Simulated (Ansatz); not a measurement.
Write the native input for Ansatz 0.2.0 that does the following.

| Quantity | Value |
| --- | --- |
| Task | relaxation of cell and atoms |
| Functional | LC-wPBE |
| Potentials or basis | Ansatz PAW |
| Cutoff | 420 eV (not typed: the program's choice for these potentials) |
| k mesh | 5 × 5 × 3 |
| Occupations | fermi-dirac, width 0.05 eV |
| Spin | no spin polarisation |

Crystal: TaS2.

```
Ta S
1.0
     3.35000    0.00000    0.00000
    -1.67500    2.90119    0.00000
     0.00000    0.00000    5.86000
Ta S
1 2
Direct
  0.00000 0.00000 0.00000
  0.66667 0.33333 0.75000
  0.33333 0.66667 0.25000
```

These files were run (other wordings do the same):

input.yaml

```yaml
crystal:
  lattice:
    - [3.35, 0.0, 0.0]
    - [-1.675, 2.9011851027, 0.0]
    - [0.0, 0.0, 5.86]
  atoms:
    - { symbol: Ta, position: [0.0, 0.0, 0.0] }
    - { symbol: S, position: [0.6666666667, 0.3333333333, 0.75] }
    - { symbol: S, position: [0.3333333333, 0.6666666667, 0.25] }
hamiltonian:
  xc: lc_wpbe
  pseudopotentials: { kind: paw }
kpoints:
  mp_grid: { grid: [5, 5, 3] }
scf:
  occupations: { method: fermi_dirac, width: 0.05 }
output:
  forces: true
  stress: true
  write_density: true
  write_potential: true
  elf: true
  volumetric_format: npy
relax:
  f_tol: 0.01
  max_steps: 40
  cell: { stress_tol: 0.05 }
```

Potentials or basis: Ansatz PAW.

Launch:

```console
$ ansatz run input.yaml --threads 2 --pin off --max-ram 5632MiB --backend cpu --events-out ev --progress --plain --runs-dir out
```

Results of the run:

The relaxed volume is 21.10 Å³/atom. The relaxed cell is a = 3.345 Å, b = 3.345 Å, c = 6.531 Å, α = 90.00°, β = 90.00°, γ = 120.00°. The space group after relaxing (to 0.05 Å) is P-3m1 (No. 164), the energy gained by relaxing is 16.2 meV/atom and the ionic steps are 11. The pressure after relaxing is 0.0 GPa. The band gap on the k mesh is none (metal or under the smearing width).

Caveat: the k mesh is coarse (spacing up to 0.43 Å⁻¹), so the values aren't converged, least of all with exact exchange; the plane-wave basis is chosen anew once the cell has moved, so the energies of steps on either side of that aren't comparable; the volume moved by +11 % from the deposited cell, more than functionals usually miss; the PAW data sets come from PBE, with cores solved anew for the run's functional, which leaves a small shift of forces and pressure.

Wall time 3.2 min on 2 threads of Arm Neoverse V1 (shared host), peak memory 1.1 GiB.
